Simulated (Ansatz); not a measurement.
## A series in volume scale on ZnS

Results calculated with Ansatz 0.2.0, not measured. Periodic Kohn-Sham DFT of a crystal at fixed atoms, scaled to volume_scale times the given cell; pressure positive in compression, energy less spherical unpolarised free atoms, largest_vzz the field gradient of largest size among the nuclei.

The cell before it is scaled or strained (space group P6_3mc, No. 186):
```
CELL_PARAMETERS angstrom
3.81100 0.00000 0.00000
-1.90550 3.30040 0.00000
0.00000 0.00000 6.23400
ATOMIC_POSITIONS crystal
Zn 0.33333 0.66667 0.00000
Zn 0.66667 0.33333 0.50000
S 0.33333 0.66667 0.38500
S 0.66667 0.33333 0.88500
```

Settings of every row: method all-electron LAPW; functional PBE; relativity scalar; k mesh 8x8x5; filling fermi-dirac; smearing width 0.03 eV; basis error target 1 meV/atom; nucleus gaussian.

Atom start moment: 0 on all atoms.

```
row  volume scale  V (Å³/atom)  pressure (GPa)  energy less free atoms (eV/atom)
  1          0.94       18.426           7.932                           -3.3709
  2        0.9405       18.436           7.878                           -3.3714
  3          0.96       18.818           5.868                           -3.3877
  4          0.98        19.21           4.013                           -3.3998
  5          0.99       19.407           3.157                           -3.4042
  6             1       19.603           2.345                           -3.4075
  7          1.01       19.799               ?                                 ?
  8          1.02       19.995           0.844                           -3.4114
  9          1.04       20.387          -0.507                           -3.4118
 10          1.06       20.779          -1.723                            -3.409
```

Question: what pressure and energy less free atoms should row 7 give?

Worked fit of pressure. Take u = (V_r/V)^(2/3) − 1 with V_r = 19.407 Å³ an atom, which is twice the finite (Eulerian) strain; such expansions in the strain, on which the Birch-Murnaghan equation of state is built, carry the rest volume and the bulk modulus. The shown rows have u = 0.03519, 0.03481, 0.02076, 0.00683, 0, -0.00668, -0.0197, -0.03231, -0.04452. Least squares give pressure = 3.155 + 123.672 × u + 331.87 × u² + 344 × u³ GPa; a parabola predicts inner rows, each left out in turn, worse (root mean square 0.006 against 0.0022 GPa). The rows lie off it by -0.001, 0.001, -0.001, -0.002, 0.002, 0.001, -0.001, -0.001, 0.000. The pressure vanishes at u = -0.0275, or V = 20.24 Å³ an atom, and there the bulk modulus at fixed shape and fractions is B = −V dP/dV = (2/3)(1 + u) dP/du = 68.9 GPa. Letting shape and atoms relax would as a rule lower it, by much in layered, chain or molecular crystals. The withheld row has u = -0.01324, so the fit gives 3.155 + 123.672 × (-0.01324) + 331.87 × (-0.01324)² + 344 × (-0.01324)³ = 1.575 GPa.

The calculation gave 1.574 GPa. The fit lies 0.001 GPa (0.01 % of the column's range) above it, one unit of the last digit.

Worked fit of energy less free atoms. Take u = (V_r/V)^(2/3) − 1 with V_r = 19.407 Å³ an atom, which is twice the finite (Eulerian) strain; such expansions in the strain, on which the Birch-Murnaghan equation of state is built, carry the rest volume and the bulk modulus. The shown rows have u = 0.03519, 0.03481, 0.02076, 0.00683, 0, -0.00668, -0.0197, -0.03231, -0.04452. Least squares give energy less free atoms = −3.40417 + 0.5756 × u + 10.502 × u² eV/atom; a straight line predicts inner rows, each left out in turn, worse (root mean square 0.0069 against 4.1e-05 eV/atom). The rows lie off it by 0.0000, 0.0000, 0.0000, -0.0001, 0.0000, 0.0000, 0.0000, 0.0000, 0.0000. Its lowest point lies at u = -0.0274, or V = 20.23 Å³ an atom, and the curvature there gives the bulk modulus at fixed shape and fractions, B = (4/9)(1 + u)² E″(u)/V = 69.9 GPa. Letting shape and atoms relax would as a rule lower it, by much in layered, chain or molecular crystals. The withheld row has u = -0.01324, so the fit gives −3.40417 + 0.5756 × (-0.01324) + 10.502 × (-0.01324)² = -3.4099 eV/atom.

The calculation gave -3.4099 eV/atom. The fit meets it to the printed digit.
